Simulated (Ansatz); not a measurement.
## PtSe2: zone-centre modes at 1 GPa

Theory: DFT PBEsol, scalar-relativistic, plane waves, PAW in Ansatz 0.2.0. Settings: 420 eV plane-wave cutoff, Γ-centred 12×12×8 mesh, Fermi-Dirac smearing of 0.15 eV. No spin polarisation. Phonons by linear response, acoustic sum rule imposed.

The cell, relaxed at 1 GPa:
```
CELL_PARAMETERS angstrom
3.75530 0.00000 0.00000
-1.87765 3.25218 0.00000
0.00000 0.00000 4.78603
ATOMIC_POSITIONS crystal
Pt 0.00000 0.00000 0.00000
Se 0.33333 0.66667 0.26479
Se 0.66667 0.33333 0.73521
```

In a metal, frequencies and elastic constants depend on the k mesh and the smearing, soft modes and shear constants most. Spin–orbit coupling is left out, which matters for heavy elements. A semilocal functional can close a gap that the real compound has.

Optical modes at Γ; i marks an imaginary frequency:
```csv
frequency (meV),degeneracy
19.7,2
25.2,1
26.7,2
26.7,1
```

All 6 optical modes at Γ are real: no displacement of atoms at fixed cell lowers the energy to second order. Strains and modes at other wave vectors aren't tested by this run.

Cost: 1 run of about 3 core-minutes, on Intel Xeon Platinum 8488C (Sapphire Rapids) (shared hosts).